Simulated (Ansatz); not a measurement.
# ZnSe (F-43m): equation of state

Aim: the bulk modulus of ZnSe (F-43m) from energies at several volumes around the relaxed one.

Computed with Ansatz 0.2.0 (DFT PBE, scalar-relativistic, plane waves, PAW, unless a step's input says otherwise).

2 further runs of the same task are left out: 2 that didn't finish. Runs told in other sessions of the task aren't counted.

### 1 The system as given

Symmetry: F-43m, No. 216, cubic system. The conventional cell has a = 5.733 Å, b = 5.733 Å, c = 5.733 Å, α = 90.00°, β = 90.00°, γ = 90.00°. Zn (site symmetry -43m) has 4 Se at 2.48 Å in its first shell of neighbours. Se (site symmetry -43m) has 4 Zn at 2.48 Å in its first shell of neighbours.

Coordinates:

```cif
data_structure
_symmetry_space_group_name_H-M 'F-43m'
_symmetry_Int_Tables_number 216
_cell_length_a 5.7328
_cell_length_b 5.7328
_cell_length_c 5.7328
_cell_angle_alpha 90.000
_cell_angle_beta 90.000
_cell_angle_gamma 90.000
_cell_volume 188.41
loop_
_atom_site_label
_atom_site_type_symbol
_atom_site_symmetry_multiplicity
_atom_site_Wyckoff_symbol
_atom_site_fract_x
_atom_site_fract_y
_atom_site_fract_z
_atom_site_occupancy
Zn1 Zn 4 a 0.00000 0.00000 0.00000 1
Se1 Se 4 c 0.25000 0.25000 0.25000 1
```

This cell comes from an earlier session at PBE: 23.552 Å³/atom at 0.00 GPa, on a 10×10×10 mesh.

Volume factors to run: 0.980, 1.020, 0.960, 1.040.

### 2 At 0.980 of the relaxed volume

File input.yaml:

```yaml
crystal:
  lattice:
    - [0.0, 2.8471845893, 2.8471845893]
    - [2.8471845893, 0.0, 2.8471845893]
    - [2.8471845893, 2.8471845893, 0.0]
  atoms:
    - { symbol: Zn, position: [0.0, 0.0, 0.0] }
    - { symbol: Se, position: [0.75, 0.75, 0.75] }
basis:
  ecutwfc: 420
  ecutrho_ratio: 4
kpoints:
  mp_grid: { grid: [10, 10, 10] }
hamiltonian:
  xc: pbe
scf:
  occupations: { method: gaussian, width: 0.05 }
output:
  forces: true
  stress: true
  eigenvalues: true
```

Started as:

```console
> ansatz run input.yaml --threads 4 --pin off --max-ram 7168MiB --backend cpu --events-out ev --progress --plain --runs-dir out
```

Standard output, shortened:

```text
Warning: RAYON_NUM_THREADS=4 ignored (pool sized by the plan → 4); use --threads N
[...]
Pseudopotentials: kind: paw
Pseudopotential: Zn, paw, valence charge 12, recommended cutoff 420 eV (normal), Zn.paw.azcp
Pseudopotential: Se, paw, valence charge 16, recommended cutoff 420 eV (normal), Se.paw.azcp
Functional definition: PBE
[...]
Crystal: 2 atoms, lattice volume = 46.161 Å³
Basis set: ecut = 420 eV, 893 PW (Γ), exchange–correlation on 54×54×54 points (8 copies of the dense FFT grid, shifted against one another)
Bands: 18, of which v1, the nominal top of the filled ones, is band 14 counted from 1 (13 counted from 0)
Symmetry: 24 space group operations
Space group: F-43m (ITA 216), of the structure as read, at distance tolerance 3.6e-5 Å
k-points: 47 of 1000 (time reversal used)
[...]
SCF iter   1: F=—  HF=-8789.533663 eV  |F-HF|=—  |Δ(HF+E_count)|=         —  Δρ=8.28e-4  dr2=4.79e-4  ethr=1.77e-3  ⟨swp⟩=5.9  Hψ=4238  notcnv=0
[...]
SCF iter   6: F=-8789.533546 eV  HF=-8789.533546 eV  |F-HF|=9.90e-9  |Δ(HF+E_count)|=   1.88e-8  Δρ=4.25e-6  dr2=6.32e-9  ethr=3.57e-10  ⟨swp⟩=5.6  Hψ=3907  notcnv=0
[...]
SCF converged after 6 iterations
Free energy (F): -8789.533546 eV
[...]
E sigma→0 (E₀):  -8789.533546 eV
Fermi energy:    7.202654 eV
[...]
--- Forces (eV/Å), atoms counted from 1 ---
  atom   1  Zn    -0.00000000     0.00000000    -0.00000000
  atom   2  Se     0.00000000    -0.00000000     0.00000000
[...]
--- Stress (GPa, compression-positive) ---
        1.198184       0.000000      -0.000000
       -0.000000       1.198184       0.000000
       -0.000000       0.000000       1.198184
  P = ⅓ Tr σ = 1.1982 GPa (11.982 kbar)
--- Band table (eV; the first three rows and the last of 47) ---
  k-point 0: bands = ["-40.2364", "-40.2364", "-40.2364", "-40.2322", "-40.2322", "-6.5869", "0.0971", "0.0971", "0.0971", "0.4556", "0.4556", "6.5855", "6.5855", "6.5855", "7.8176", "12.4007", "12.4007", "12.4007"]
[...]
```

Run time: 1.1 s. Hardware: 4 threads of Arm Neoverse V2, shared host; peak memory 0.36 GiB.

Result: volume 23.081 Å³/atom, pressure 1.20 GPa, mesh gap 1.23 eV.

### 3 Volume × 1.020

Changes to input.yaml since step 2:

```diff
@@ -2,5 +2,5 @@
   lattice:
-    - [0.0, 2.8471845893, 2.8471845893]
-    - [2.8471845893, 0.0, 2.8471845893]
-    - [2.8471845893, 2.8471845893, 0.0]
+    - [0.0, 2.885406393, 2.885406393]
+    - [2.885406393, 0.0, 2.885406393]
+    - [2.885406393, 2.885406393, 0.0]
   atoms:
```

Started as:

```console
> ansatz run input.yaml --threads 4 --pin off --max-ram 7168MiB --backend cpu --events-out ev --progress --plain --runs-dir out
```

Standard output, shortened:

```text
Warning: RAYON_NUM_THREADS=4 ignored (pool sized by the plan → 4); use --threads N
[...]
[... 4 set-up lines as earlier in the session ...]
[...]
Crystal: 2 atoms, lattice volume = 48.045 Å³
Basis set: ecut = 420 eV, 941 PW (Γ), exchange–correlation on 60×60×60 points (8 copies of the dense FFT grid, shifted against one another)
Bands: 18, of which v1, the nominal top of the filled ones, is band 14 counted from 1 (13 counted from 0)
[... 2 set-up lines as earlier in the session ...]
k-points: 47 of 1000 (time reversal used)
[...]
SCF iter   1: F=—  HF=-8789.534050 eV  |F-HF|=—  |Δ(HF+E_count)|=         —  Δρ=8.35e-4  dr2=5.83e-4  ethr=1.77e-3  ⟨swp⟩=5.9  Hψ=4262  notcnv=0
[...]
SCF iter   6: F=-8789.533802 eV  HF=-8789.533802 eV  |F-HF|=4.99e-9  |Δ(HF+E_count)|=   1.38e-7  Δρ=2.57e-6  dr2=1.91e-9  ethr=1.04e-10  ⟨swp⟩=2.5  Hψ=3047  notcnv=0
[...]
SCF converged after 6 iterations
Free energy (F): -8789.533802 eV
[...]
E sigma→0 (E₀):  -8789.533802 eV
Fermi energy:    6.596953 eV
[...]
--- Forces (eV/Å), atoms counted from 1 ---
  atom   1  Zn    -0.00000000     0.00000000     0.00000000
  atom   2  Se     0.00000000    -0.00000000    -0.00000000
[...]
--- Stress (GPa, compression-positive) ---
       -1.072693      -0.000000      -0.000000
        0.000000      -1.072693       0.000000
       -0.000000       0.000000      -1.072693
  P = ⅓ Tr σ = -1.0727 GPa (-10.727 kbar)
--- Band table (eV; the first three rows and the last of 47) ---
  k-point 0: bands = ["-40.6876", "-40.6876", "-40.6876", "-40.6841", "-40.6841", "-6.8719", "-0.3014", "-0.3014", "-0.3014", "0.0221", "0.0221", "6.0576", "6.0576", "6.0576", "7.1338", "11.8802", "11.8802", "11.8802"]
[...]
```

Wall time 1 s (4 threads of Arm Neoverse V2, shared host); peak memory 0.37 GiB.

Read off: volume 24.023 Å³/atom, pressure -1.07 GPa, gap on the mesh 1.08 eV.

### 4 Scaling the volume by 0.960

Changes to input.yaml since step 3:

```diff
@@ -2,5 +2,5 @@
   lattice:
-    - [0.0, 2.885406393, 2.885406393]
-    - [2.885406393, 0.0, 2.885406393]
-    - [2.885406393, 2.885406393, 0.0]
+    - [0.0, 2.827682713, 2.827682713]
+    - [2.827682713, 0.0, 2.827682713]
+    - [2.827682713, 2.827682713, 0.0]
   atoms:
```

Started as:

```console
> ansatz run input.yaml --threads 4 --pin off --max-ram 7168MiB --backend cpu --events-out ev --progress --plain --runs-dir out
```

Standard output:

```text
Warning: RAYON_NUM_THREADS=4 ignored (pool sized by the plan → 4); use --threads N
Engine: ansatz 0.2.0, aarch64-unknown-linux-gnu
[... 4 set-up lines as earlier in the session ...]
  parameter kappa = 0.804
  parameter beta = 0.06672455060314922
  exchange = pbe_x(kappa = kappa, mu = beta*pi^2/3)
  correlation = pbe_c(beta = beta)
Crystal: 2 atoms, lattice volume = 45.219 Å³
Basis set: ecut = 420 eV, 893 PW (Γ), exchange–correlation on 54×54×54 points (8 copies of the dense FFT grid, shifted against one another)
Bands: 18, of which v1, the nominal top of the filled ones, is band 14 counted from 1 (13 counted from 0)
[... 2 set-up lines as earlier in the session ...]
k-points: 47 of 1000 (time reversal used)
Non-local potential: Zn, projectors of the file, l = 0: 2, l = 1: 2, l = 2: 3, l = 3: 1
Non-local potential: Se, projectors of the file, l = 0: 2, l = 1: 2, l = 2: 3, l = 3: 1
PAW form: soft (Blöchl's): semilocal exchange-correlation on the pseudo side does not see the compensation charge
PAW one-centre angular grid: Zn, 590 points (default); XC on 64 Gauss nodes
PAW one-centre angular grid: Se, 590 points (default); XC on 64 Gauss nodes
Initial density: superposition of atomic densities (neutral atoms: chi_scale 0, normalization atom), corrected by the library's trained network
Initial wavefunctions: pseudopotential atomic-orbital guess
Functional: x = pbe(κ = 0.804, μ = 0.2195149727645171), c = pbe(β = 0.06672455060314922)
SCF iter   1: F=—  HF=-8789.522748 eV  |F-HF|=—  |Δ(HF+E_count)|=         —  Δρ=8.22e-4  dr2=4.42e-4  ethr=1.77e-3  ⟨swp⟩=5.8  Hψ=4300  notcnv=0
preconditioner: auto → none  [insulator: Δε(μ)=1.307 eV  Ē_g=11.948 eV  σ=0.050 eV  W_gap=1.00  n_scr=14 (ndim 8)  ℏωp=23.4 eV  f_vac=0.119  D(μ)=0.00/eV (n_scr^D=0)  ε∞_Penn≈4.8]
SCF iter   2: F=—  HF=-8789.522607 eV  |F-HF|=—  |Δ(HF+E_count)|=   1.41e-4  Δρ=3.69e-4  dr2=3.30e-5  ethr=1.58e-6  ⟨swp⟩=2.0  Hψ=1853  notcnv=0
SCF iter   3: F=—  HF=-8789.522626 eV  |F-HF|=—  |Δ(HF+E_count)|=   1.96e-5  Δρ=1.69e-4  dr2=7.00e-6  ethr=1.18e-7  ⟨swp⟩=2.0  Hψ=1339  notcnv=0
SCF iter   4: F=—  HF=-8789.522626 eV  |F-HF|=—  |Δ(HF+E_count)|=   1.20e-7  Δρ=7.93e-5  dr2=1.10e-6  ethr=2.50e-8  ⟨swp⟩=2.0  Hψ=1222  notcnv=0
SCF iter   5: F=—  HF=-8789.522630 eV  |F-HF|=—  |Δ(HF+E_count)|=   3.41e-6  Δρ=1.62e-5  dr2=1.62e-7  ethr=3.92e-9  ⟨swp⟩=2.0  Hψ=1504  notcnv=0
SCF iter   6: F=-8789.522630 eV  HF=-8789.522630 eV  |F-HF|=1.02e-8  |Δ(HF+E_count)|=   3.28e-8  Δρ=4.37e-6  dr2=6.46e-9  ethr=3.57e-10  ⟨swp⟩=5.7  Hψ=3947  notcnv=0
SCF 1 converged in 6 iterations: F = -8789.522630 eV  dr2 = 6.46e-9
SCF converged after 6 iterations
Free energy (F): -8789.522630 eV
Harris-Foulkes:  -8789.522630 eV  (|F-HF|=1.02e-8)
Internal energy: -8789.522630 eV  (E = F + TS)
E sigma→0 (E₀):  -8789.522630 eV
Fermi energy:    7.525443 eV
--- Per-component energies (eV) ---
  E_band       = -379.470720
  E_kinetic    = 250.297272
  E_local      = -4381.138237  (includes V_loc(G=0)·N_el)
  E_nonlocal   = 18.279282
  E_hartree    = 2030.716304
  E_xc         = -241.613037
  E_vxc        = -150.438297  (∫ρ·V_xc dr)
  E_paw        = -3739.234089  (= ΣΔE_a)
  E_vpaw       = -177.902572  (= ΣTr[D̂ρ^β])
  E_aug_tail   = -0.000909  (compensation charges beyond the density's cutoff)
  E_ewald      = -2726.829216
  E_smearing   = -0.000000  (= −TS)
  E_closure    = 0.000000  (closes the sum)
  Σ components = -8789.522630   (vs F -8789.522630, Δ=0.00e0)
--- Forces (eV/Å), atoms counted from 1 ---
  atom   1  Zn    -0.00000000    -0.00000000     0.00000000
  atom   2  Se     0.00000000    -0.00000000     0.00000000
  max |Σ_I F_I| component: 1.71e-16 eV/Å
--- Stress (GPa, compression-positive) ---
        2.537718       0.000000      -0.000000
        0.000000       2.537718       0.000000
       -0.000000       0.000000       2.537718
  P = ⅓ Tr σ = 2.5377 GPa (25.377 kbar)
--- Band table (eV; the first three rows and the last of 47) ---
  k-point 0: bands = ["-39.9973", "-39.9973", "-39.9973", "-39.9927", "-39.9927", "-6.4371", "0.3057", "0.3057", "0.3057", "0.6831", "0.6831", "6.8672", "6.8672", "6.8672", "8.1816", "12.6763", "12.6763", "12.6763"]
  k-point 1: bands = ["-39.9972", "-39.9972", "-39.9972", "-39.9927", "-39.9927", "-6.3711", "0.3092", "0.3163", "0.3163", "0.6820", "0.6820", "5.8966", "6.7656", "6.7656", "8.9476", "12.6042", "12.8485", "12.8485"]
  k-point 2: bands = ["-39.9972", "-39.9972", "-39.9972", "-39.9927", "-39.9927", "-6.1897", "0.3342", "0.3424", "0.3424", "0.6815", "0.6815", "4.4866", "6.5224", "6.5224", "9.5692", "12.9654", "13.1928", "13.1928"]
  k-point 46: bands = ["-39.9972", "-39.9971", "-39.9969", "-39.9927", "-39.9926", "-5.3606", "0.4160", "0.5205", "0.6186", "0.6808", "0.9763", "2.1460", "4.1329", "4.2175", "11.8496", "12.1099", "14.4569", "14.9760"]
```

It took 1.1 s on 4 threads of Arm Neoverse V2, shared host; peak memory 0.36 GiB.

Result: volume 22.610 Å³/atom, pressure 2.54 GPa, gap on the mesh 1.31 eV.

### 5 At 1.040 of the relaxed volume

Changes to input.yaml since step 4:

```diff
@@ -2,5 +2,5 @@
   lattice:
-    - [0.0, 2.827682713, 2.827682713]
-    - [2.827682713, 0.0, 2.827682713]
-    - [2.827682713, 2.827682713, 0.0]
+    - [0.0, 2.9041433231, 2.9041433231]
+    - [2.9041433231, 0.0, 2.9041433231]
+    - [2.9041433231, 2.9041433231, 0.0]
   atoms:
@@ -21 +21,5 @@
   eigenvalues: true
+  write_density: true
+  write_potential: true
+  elf: true
+  volumetric_format: npy
```

Started as:

```console
> ansatz run input.yaml --threads 4 --pin off --max-ram 7168MiB --backend cpu --events-out ev --progress --plain --runs-dir out
```

Standard output:

```text
Warning: RAYON_NUM_THREADS=4 ignored (pool sized by the plan → 4); use --threads N
[... 9 set-up lines as earlier in the session ...]
Crystal: 2 atoms, lattice volume = 48.987 Å³
Basis set: ecut = 420 eV, 941 PW (Γ), exchange–correlation on 60×60×60 points (8 copies of the dense FFT grid, shifted against one another)
Bands: 18, of which v1, the nominal top of the filled ones, is band 14 counted from 1 (13 counted from 0)
[... 1 set-up line as earlier in the session ...]
Space group: F-43m (ITA 216), of the structure as read, at distance tolerance 3.7e-5 Å
k-points: 47 of 1000 (time reversal used)
[... 8 set-up lines as earlier in the session ...]
SCF iter   1: F=—  HF=-8789.524876 eV  |F-HF|=—  |Δ(HF+E_count)|=         —  Δρ=8.54e-4  dr2=6.35e-4  ethr=1.77e-3  ⟨swp⟩=5.8  Hψ=4236  notcnv=0
preconditioner: auto → none  [insulator: Δε(μ)=0.994 eV  Ē_g=11.567 eV  σ=0.050 eV  W_gap=1.00  n_scr=14 (ndim 8)  ℏωp=22.5 eV  f_vac=0.141  D(μ)=0.00/eV (n_scr^D=0)  ε∞_Penn≈4.8]
SCF iter   2: F=—  HF=-8789.524588 eV  |F-HF|=—  |Δ(HF+E_count)|=   2.88e-4  Δρ=4.75e-4  dr2=5.96e-5  ethr=2.27e-6  ⟨swp⟩=2.2  Hψ=1525  notcnv=0
SCF iter   3: F=—  HF=-8789.524610 eV  |F-HF|=—  |Δ(HF+E_count)|=   2.18e-5  Δρ=1.97e-4  dr2=1.42e-5  ethr=2.13e-7  ⟨swp⟩=2.0  Hψ=1222  notcnv=0
SCF iter   4: F=—  HF=-8789.524616 eV  |F-HF|=—  |Δ(HF+E_count)|=   6.54e-6  Δρ=8.39e-5  dr2=1.80e-6  ethr=5.09e-8  ⟨swp⟩=2.0  Hψ=1223  notcnv=0
iter 5 did not close the SCF: its close was put off for the readings that it lacked (scf_convergence_deferred on its scf_iter line)
SCF iter   5: F=-8789.524623 eV  HF=-8789.524623 eV  |F-HF|=1.52e-7  |Δ(HF+E_count)|=   6.92e-6  Δρ=1.01e-5  dr2=3.43e-8  ethr=6.42e-9  ⟨swp⟩=2.0  Hψ=1269  notcnv=0
SCF iter   6: F=-8789.524623 eV  HF=-8789.524623 eV  |F-HF|=6.46e-9  |Δ(HF+E_count)|=   1.73e-7  Δρ=2.62e-6  dr2=2.08e-9  ethr=1.22e-10  ⟨swp⟩=5.3  Hψ=4965  notcnv=0
SCF 1 converged in 6 iterations: F = -8789.524623 eV  dr2 = 2.08e-9
SCF converged after 6 iterations
Free energy (F): -8789.524623 eV
Harris-Foulkes:  -8789.524623 eV  (|F-HF|=6.46e-9)
Internal energy: -8789.524623 eV  (E = F + TS)
E sigma→0 (E₀):  -8789.524623 eV
Fermi energy:    6.312623 eV
--- Per-component energies (eV) ---
  E_band       = -403.209035
  E_kinetic    = 248.461028
  E_local      = -4500.523702  (includes V_loc(G=0)·N_el)
  E_nonlocal   = 19.070211
  E_hartree    = 2079.247099
  E_xc         = -240.492941
  E_vxc        = -148.933517  (∫ρ·V_xc dr)
  E_paw        = -3740.248410  (= ΣΔE_a)
  E_vpaw       = -179.775143  (= ΣTr[D̂ρ^β])
  E_aug_tail   = -0.000957  (compensation charges beyond the density's cutoff)
  E_ewald      = -2655.036952
  E_smearing   = -0.000000  (= −TS)
  E_closure    = 0.000000  (closes the sum)
  Σ components = -8789.524623   (vs F -8789.524623, Δ=0.00e0)
--- Forces (eV/Å), atoms counted from 1 ---
  atom   1  Zn    -0.00000000     0.00000000    -0.00000000
  atom   2  Se     0.00000000    -0.00000000     0.00000000
  max |Σ_I F_I| component: 1.43e-16 eV/Å
--- Stress (GPa, compression-positive) ---
       -2.032271      -0.000000      -0.000000
       -0.000000      -2.032271       0.000000
       -0.000000       0.000000      -2.032271
  P = ⅓ Tr σ = -2.0323 GPa (-20.323 kbar)
--- Band table (eV; the first three rows and the last of 47) ---
  k-point 0: bands = ["-40.9005", "-40.9005", "-40.9005", "-40.8972", "-40.8972", "-7.0075", "-0.4919", "-0.4919", "-0.4919", "-0.1846", "-0.1846", "5.8101", "5.8101", "5.8101", "6.8125", "11.6342", "11.6342", "11.6342"]
  k-point 1: bands = ["-40.9005", "-40.9005", "-40.9005", "-40.8972", "-40.8972", "-6.9512", "-0.4857", "-0.4832", "-0.4832", "-0.1853", "-0.1853", "4.8612", "5.7227", "5.7227", "7.5977", "11.5305", "11.7885", "11.7885"]
  k-point 2: bands = ["-40.9005", "-40.9004", "-40.9004", "-40.8972", "-40.8972", "-6.7973", "-0.4616", "-0.4616", "-0.4550", "-0.1856", "-0.1856", "3.5636", "5.5119", "5.5119", "8.2597", "11.7685", "12.1034", "12.1034"]
  k-point 46: bands = ["-40.9005", "-40.9003", "-40.9002", "-40.8972", "-40.8971", "-6.1086", "-0.3848", "-0.3186", "-0.2320", "-0.1839", "0.0528", "1.4615", "3.3890", "3.5105", "10.7670", "10.8136", "13.1875", "13.8237"]
```

Run time: 1.3 s. Hardware: 4 threads of Arm Neoverse V2, shared host; peak memory 0.38 GiB.

In short: volume 24.494 Å³/atom, pressure -2.03 GPa, mesh gap 1.00 eV.

The maps below are laid out on this run's own conventional cell (a, b, c = 5.808, 5.808, 5.808 Å).

Density in a lattice plane of the grid's cell (edges 5.81 and 5.81 Å, at 0.000 of the third edge), which holds Zn.

Ten even steps from ' ' (0.01 e/Å³) to '@' (46.00 e/Å³):
```
==::                                          ::
                                                
                                                
                                                
                                                
                                                
                                                
                                                
                      ::==::                    
                    ..++@@++..                  
                      ::==::                    
                                                
                                                
                                                
                                                
                                                
                                                
                                                
==::                                          ::
@@++..                                      ..++
```
Columns run along the first of these edges and rows up along the second, over one cell in 24 and 20 even steps from the bottom left corner. Atoms in the plane (fractional): Zn at (0.00, 0.00), Zn at (0.50, 0.50).

ELF in the same plane.

Values, 12 rows by 12 columns:
```
0.03 0.12 0.18 0.22 0.12 0.04 0.01 0.04 0.12 0.22 0.18 0.12
0.17 0.18 0.32 0.44 0.33 0.12 0.05 0.12 0.33 0.44 0.32 0.18
0.14 0.22 0.44 0.53 0.44 0.22 0.14 0.22 0.44 0.53 0.44 0.22
0.05 0.12 0.33 0.44 0.32 0.18 0.17 0.18 0.32 0.44 0.33 0.12
0.01 0.04 0.12 0.22 0.18 0.12 0.03 0.12 0.18 0.22 0.12 0.04
0.01 0.01 0.05 0.14 0.17 0.03 0.00 0.03 0.17 0.14 0.05 0.01
0.01 0.04 0.12 0.22 0.18 0.12 0.03 0.12 0.18 0.22 0.12 0.04
0.05 0.12 0.33 0.44 0.32 0.18 0.17 0.18 0.32 0.44 0.33 0.12
0.14 0.22 0.44 0.53 0.44 0.22 0.14 0.22 0.44 0.53 0.44 0.22
0.17 0.18 0.32 0.44 0.33 0.12 0.05 0.12 0.33 0.44 0.32 0.18
0.03 0.12 0.18 0.22 0.12 0.04 0.01 0.04 0.12 0.22 0.18 0.12
0.00 0.03 0.17 0.14 0.05 0.01 0.01 0.01 0.05 0.14 0.17 0.03
```
Columns run along the first of these edges and rows up along the second, over one cell in 12 and 12 even steps from the bottom left corner. Atoms in the plane (fractional): Zn at (0.00, 0.00), Zn at (0.50, 0.50).

Both are smooth fields of the valence electrons: close to the nuclei they are not physical.

Maxima of ELF outside the ion cores: 0.83 in the shell around Se, 0.8 Å from Se.

ELF in the plane through atom 1 (Zn) and two of its nearest Se neighbours, 7.2 Å on a side, that atom in the middle and its first bond to the right.

Ten even steps from ' ' (0.00) to '@' (0.82):
```
**==--::..::==**########++--..        ............
::::::::::++##%%@@@@@@@@%%**--            ........
      ..::**@@@@##****%%@@%%++..                  
      ..::**@@@@==..::##@@%%++::                  
      ..::**@@@@##==**%%@@%%++..                  
::::::::::++%%@@@@@@@@@@@@**--..    ..::------::..
..........--++##%%@@%%**==--::..::==**##%%%%##**==
......      ::--==--::::..::::::==##%%@@@@@@@@%%##
              ....::..      ..::++@@@@%%++**%%@@%%
              ....::..        ::++@@@@++..::**@@%%
              ....::..      ..::++@@@@%%++**%%@@%%
--::..          ....::::::::::::==##@@@@@@@@@@@@##
##**--..        ................::==##%%%%%%**==--
@@%%**--              ....        ..::----::::..::
%%@@##==..                          ....::..      
##@@##++..                          ....::..      
@@@@##==..                          ....::..      
@@%%++::..  ..::--====--::..          ......::::::
++--::::..::++####%%%%%%**==..          ..........
```
Atoms in the plane (Å from the middle): Se (2.5, 0.0), Se (-0.8, 2.4), Zn (3.4, -2.4), Zn (0.0, 0.0), Zn (-3.4, 2.4).

### 6 The fit

Energies have the smearing extrapolated to zero and count from the lowest point.

| volume (Å³/atom) | energy (meV/atom) | pressure (GPa) | gap (eV) |
| --- | --- | --- | --- |
| 22.610 | 7.19 | 2.54 | 1.31 |
| 23.081 | 1.73 | 1.20 | 1.23 |
| 23.552 | 0.00 | 0.00 | 1.15 |
| 24.023 | 1.60 | -1.07 | 1.08 |
| 24.494 | 6.19 | -2.03 | 1.00 |

volume (Å³/atom), energy (meV/atom) and a bar:
```
    22.61        7.2 ##############################
    23.08        1.7 #######
    23.55        0.0 
    24.02        1.6 #######
    24.49        6.2 ##########################
```

### 7 Outcome

```
          quantity           value
                V0  23.552 Å³/atom
                B0          57 GPa
               B0′             4.5
scatter of the fit  0.000 meV/atom
```

In words: A third-order Birch–Murnaghan fit puts the minimum at 23.55 Å³/atom with a bulk modulus of 57 GPa. One per cent of compression takes about 0.57 GPa. The gap on the mesh shrinks from 1.31 to 1.00 eV as the cell expands over this range. These are values at 0 K without zero-point motion.
